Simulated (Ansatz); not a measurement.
The cell is COD entry 1538744, as deposited and not checked against the literature; nothing was relaxed. The listed cell was then made from it by scaling, straining or moving an atom.

MgTe: DFT, PBEsol, PAW with Ansatz's default frozen-core files, scalar-relativistic (Ansatz 0.2.0). What sets it apart from a plain run of this crystal: volume scaled by 0.98.

Command: `ansatz run input.yaml --threads 1 --pin off --max-ram 6144MiB --backend cpu --events-out ev --progress --plain --runs-dir out` The run took 13 s on 1 thread of Arm Neoverse V2, on a shared host, peak memory 0.41 GiB.

```yaml
crystal:
  lattice:
    - [4.5095312905, 0.0, 0.0]
    - [-2.2547656452, 3.9053686567, 0.0]
    - [0.0, 0.0, 7.3453676321]
  atoms:
    - { symbol: Mg, position: [0.3333333333, 0.6666666667, 0.0] }
    - { symbol: Mg, position: [0.6666666667, 0.3333333333, 0.5] }
    - { symbol: Te, position: [0.3333333333, 0.6666666667, 0.37] }
    - { symbol: Te, position: [0.6666666667, 0.3333333333, 0.87] }
kpoints:
  mp_grid: { grid: [9, 9, 5] }
scf:
  occupations: { method: fermi_dirac, width: 0.03 }
hamiltonian:
  xc: pbesol
  pseudopotentials: { kind: paw }
output:
  forces: true
  stress: true
  eigenvalues: true
  efg: { contact_densities: true }
```

Output (standing set-up lines are left out):

```
Crystal: 4 atoms, lattice volume = 129.362 Å³
Basis set: ecut = 420 eV, 2539 PW (Γ), exchange–correlation on 64×64×100 points (8 copies of the dense FFT grid, shifted against one another)
SCF iter   1: F=—  HF=-17630.411935 eV  |F-HF|=—  |Δ(HF+E_count)|=         —  Δρ=2.18e-3  dr2=7.23e-3  ethr=1.77e-3  ⟨swp⟩=8.0  Hψ=5837  notcnv=0  defer=1
preconditioner: auto → Resta (q_TF=auto, 2.344 Å⁻¹)  ε∞=3.3  [insulator: Δε(μ)=2.505 eV  Ē_g=8.662 eV  σ=0.030 eV  W_gap=1.00  n_scr=22 (ndim 8)  ℏωp=13.1 eV  f_vac=0.098  D(μ)=0.00/eV (n_scr^D=0)  ε∞_Penn≈3.3]
SCF iter   2: F=—  HF=-17630.408814 eV  |F-HF|=—  |Δ(HF+E_count)|=   3.12e-3  Δρ=1.10e-3  dr2=2.12e-3  ethr=1.39e-5  ⟨swp⟩=2.7  Hψ=2422  notcnv=0  defer=46
SCF iter   3: F=—  HF=-17630.408712 eV  |F-HF|=—  |Δ(HF+E_count)|=   1.02e-4  Δρ=2.64e-4  dr2=1.37e-4  ethr=4.09e-6  ⟨swp⟩=3.0  Hψ=2031  notcnv=0  defer=16
automatic band count: iteration 3 solves 31 bands in place of 32: the levels show a gap, and the empty bands left out lie too high to hold charge; the band table lists the bands solved (type scf.n_extra_bands for more)
SCF iter   4: F=—  HF=-17630.408775 eV  |F-HF|=—  |Δ(HF+E_count)|=   6.27e-5  Δρ=7.51e-5  dr2=1.33e-5  ethr=2.63e-7  ⟨swp⟩=2.0  Hψ=1745  notcnv=0  defer=16
SCF iter   5: F=—  HF=-17630.408761 eV  |F-HF|=—  |Δ(HF+E_count)|=   1.35e-5  Δρ=2.65e-5  dr2=1.21e-6  ethr=2.56e-8  ⟨swp⟩=2.0  Hψ=1745  notcnv=0  defer=16
SCF iter   6: F=-17630.408764 eV  HF=-17630.408764 eV  |F-HF|=1.76e-7  |Δ(HF+E_count)|=   2.33e-6  Δρ=6.34e-6  dr2=7.82e-8  ethr=1.92e-10  ⟨swp⟩=6.7  Hψ=5226  notcnv=0
SCF 1 converged in 6 iterations: F = -17630.408764 eV  dr2 = 7.82e-8
  greatest PAW one-centre occupation: 1.000 electrons in one spin orbital (limit 2), on the Mg atom at site 1 (counted from 0), in its partial waves of l = 0
SCF converged after 6 iterations
Free energy (F): -17630.408764 eV
Harris-Foulkes:  -17630.408764 eV  (|F-HF|=1.76e-7)
Internal energy: -17630.408764 eV  (E = F + TS)
E sigma→0 (E₀):  -17630.408764 eV
Fermi energy:    5.946029 eV
--- Per-component energies (eV) ---
  E_band       = -1316.370972
  E_kinetic    = 514.893118
  E_local      = -6538.136592  (includes V_loc(G=0)·N_el)
  E_nonlocal   = -421.903374
  E_hartree    = 3114.748173
  E_xc         = -304.676927
  E_vxc        = -283.608719  (∫ρ·V_xc dr)
  E_paw        = -9733.645826  (= ΣΔE_a)
  E_vpaw       = -817.116566  (= ΣTr[D̂ρ^β])
  E_aug_tail   = -0.000409  (compensation charges beyond the density's cutoff)
  E_ewald      = -4262.554282
  E_core_change = 0.867355  (= ΣΔE_core)
  E_smearing   = -0.000000  (= −TS)
  E_closure    = -0.000000  (closes the sum)
  Σ components = -17630.408764   (vs F -17630.408764, Δ=0.00e0)
--- Forces (eV/Å), atoms counted from 1 ---
  atom   1  Mg    -0.00000000     0.00000000    -0.22524235
  atom   2  Mg     0.00000000    -0.00000000    -0.22524235
  atom   3  Te     0.00000000    -0.00000000     0.22526258
  atom   4  Te    -0.00000000     0.00000000     0.22526258
  max |Σ_I F_I| component: 4.05e-5 eV/Å
--- Stress (GPa, compression-positive) ---
        0.836799       0.000000       0.000000
        0.000000       0.836799       0.000000
        0.000000       0.000000       2.073136
  P = ⅓ Tr σ = 1.2489 GPa (12.489 kbar)
--- PAW observables at the nuclei: V_zz in 10²¹ V/m², potentials from the cell's mean, atoms counted from 1 ---
  atom   1  Mg V_zz =    -0.258216   η = 0.0000   by run symmetry: allowed
            electrostatic potential = -1099.483908 V   contact ρ = 7764.242010 e/Å³
  atom   2  Mg V_zz =    -0.258216   η = 0.0000   by run symmetry: allowed
            electrostatic potential = -1099.483908 V   contact ρ = 7764.242010 e/Å³
  atom   3  Te V_zz =    +0.441980   η = 0.0000   by run symmetry: allowed
            electrostatic potential = -8644.093841 V   contact ρ = 1466620.220052 e/Å³
  atom   4  Te V_zz =    +0.441980   η = 0.0000   by run symmetry: allowed
            electrostatic potential = -8644.093841 V   contact ρ = 1466620.220052 e/Å³
--- Band table (eV; the first three rows and the last of 36) ---
  k-point 0: bands = ["-70.0207", "-70.0207", "-36.9640", "-36.9640", "-36.9640", "-36.9640", "-36.9619", "-36.9618", "-30.4427", "-30.4423", "-30.4374", "-30.4374", "-30.4372", "-30.4372", "-30.4286", "-30.4286", "-30.4282", "-30.4282", "-5.7607", "-5.0929", "1.1722", "4.1566", "4.1566", "4.5761", "4.6699", "4.6699", "7.1778", "7.6849", "9.9625", "9.9625", "10.3564"]
  k-point 1: bands = ["-70.0207", "-70.0207", "-36.9640", "-36.9640", "-36.9640", "-36.9640", "-36.9619", "-36.9618", "-30.4427", "-30.4424", "-30.4374", "-30.4374", "-30.4373", "-30.4373", "-30.4286", "-30.4286", "-30.4283", "-30.4283", "-5.7066", "-5.1690", "1.4055", "3.9991", "4.2009", "4.2009", "4.6155", "4.6155", "7.7036", "7.7877", "9.9737", "9.9737", "10.1572"]
  k-point 2: bands = ["-70.0207", "-70.0207", "-36.9640", "-36.9640", "-36.9640", "-36.9640", "-36.9619", "-36.9618", "-30.4426", "-30.4425", "-30.4374", "-30.4374", "-30.4373", "-30.4373", "-30.4285", "-30.4285", "-30.4283", "-30.4283", "-5.5570", "-5.3533", "2.0508", "2.9804", "4.3211", "4.3211", "4.4790", "4.4790", "8.0540", "8.2273", "10.0904", "10.0904", "10.2590"]
  k-point 35: bands = ["-70.0207", "-70.0207", "-36.9642", "-36.9642", "-36.9641", "-36.9641", "-36.9618", "-36.9618", "-30.4421", "-30.4421", "-30.4376", "-30.4376", "-30.4374", "-30.4372", "-30.4283", "-30.4282", "-30.4282", "-30.4282", "-4.9412", "-4.9412", "1.6031", "1.6031", "2.4448", "2.7624", "3.8795", "3.8795", "8.6530", "8.6530", "9.1354", "10.1598", "11.3623"]
```
